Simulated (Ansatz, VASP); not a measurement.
Two plane-wave programs on ScAl3

```xyz
4
Lattice="4.0878 0.0000 0.0000 0.0000 4.0878 0.0000 0.0000 0.0000 4.0878" Properties=species:S:1:pos:R:3 pbc="T T T"
Sc    0.0000    0.0000    0.0000
Al    2.0439    0.0000    2.0439
Al    0.0000    2.0439    2.0439
Al    2.0439    2.0439    0.0000
```

The cell is a database's computed one.

Alike in both runs: task single point; functional PBE; k mesh 4 × 4 × 4; occupations gaussian, width 0.1 eV; no spin polarisation.

|  | VASP | Ansatz |
| --- | --- | --- |
| version | VASP 6.6.1 | Ansatz 0.2.0 |
| potentials or method | VASP PAW PBE potentials, release 64 (Sc_sv, Al) | scalar-relativistic, plane waves, PAW |
| plane-wave cutoff (eV) | 520 | 420 |
| valence electrons in the cell | 20 | 20 |

|  | VASP | Ansatz | Ansatz less VASP |
| --- | --- | --- | --- |
| gap on the k mesh at the Fermi level (eV) | none | none | - |
| pressure (GPa) | 1.3 | 1.3 | -0.01 |

A gap of «none» marks a metal or a gap that the smearing closes.

Caveats: the k mesh is coarse (spacing up to 0.38 Å⁻¹), so the values aren't converged.
